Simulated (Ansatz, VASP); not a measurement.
# One calculation of B, two programs

```
CELL_PARAMETERS angstrom
1.62456 0.00000 0.00000
0.00000 2.86615 0.00000
0.00000 0.00000 3.91440
ATOMIC_POSITIONS crystal
B 0.00000 0.50000 0.60926
B 0.50000 0.00000 0.39074
```

Change from the starting cell: the structure that the rattled cell fell into.

Alike in both runs: functional PBE; k mesh 34 × 20 × 14; occupations gaussian, width 0.1 eV; no spin polarisation.

Ansatz relaxed the structure, and its values are those at the end. VASP's run is a single point on that final structure, the one shown.

|  | VASP | Ansatz |
| --- | --- | --- |
| version | VASP 6.6.1 | Ansatz 0.2.0 |
| potentials or method | VASP PAW PBE potentials, release 64 (B) | scalar-relativistic, plane waves, PAW |
| plane-wave cutoff (eV) | 520 | 420 |
| valence electrons in the cell | 6 | 6 |

```tsv
	VASP	Ansatz	Ansatz less VASP
gap on the k mesh at the Fermi level (eV)	none	none	-
pressure (GPa)	0.0	0.0	+0.01
```

A gap of «none» marks a metal or a gap that the smearing closes.

Caveats: this functional lacks dispersion, which binds the layers, so the pressure and a relaxed spacing across them are unreliable.
